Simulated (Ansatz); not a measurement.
Runs of Ansatz 0.2.0 on CuI (Marshite). Symmetry: F-43m, No. 216, cubic system. The conventional cell has a = 6.063 Å, b = 6.063 Å, c = 6.063 Å, α = 90.00°, β = 90.00°, γ = 90.00°. Around I (site symmetry -43m) lie 4 Cu at 2.63 Å. Around Cu (site symmetry -43m) lie 4 I at 2.63 Å. 

| task | level | potentials or basis | cell | k mesh | cutoff (eV) | smearing | basis error allowed | gap on the mesh (eV) | pressure (GPa) |
| --- | --- | --- | --- | --- | --- | --- | --- | --- | --- |
| band structure | revPBE | all-electron LAPW, scalar-relativistic | as given | 8 × 8 × 8 | 283 | fermi-dirac 0.05 eV | 0.001 eV/atom | (a) | 1.8 |
| phonons | LDA | all-electron LAPW, scalar-relativistic | as given | 6 × 6 × 6 | 305 | fermi-dirac 0.05 eV | 0.001 eV/atom | 0.94 | - |
| Born charges and dielectric tensor | LDA | all-electron PAW datasets made for the crystal | as given | 8 × 8 × 8 | 250 | fixed | - | 0.94 | - |
| relaxation of cell and atoms | revPBE | all-electron LAPW, scalar-relativistic | relaxed | 8 × 8 × 8 | - | fermi-dirac 0.05 eV | 0.001 eV/atom | 1.11 | 0.0 |

Alike in all rows: no spin polarisation.

Task: Estimate the missing entries.

Result: (a) 1.22.

Caveats: spin-orbit coupling is left out, which moves the levels of the heavy elements; the program warned that the printed levels may be off, so bands, gaps and densities of states are rough (some runs).

A k mesh can miss the band edges, and the runs leave out spin-orbit coupling on I.

Not every run made on this cell is shown here.
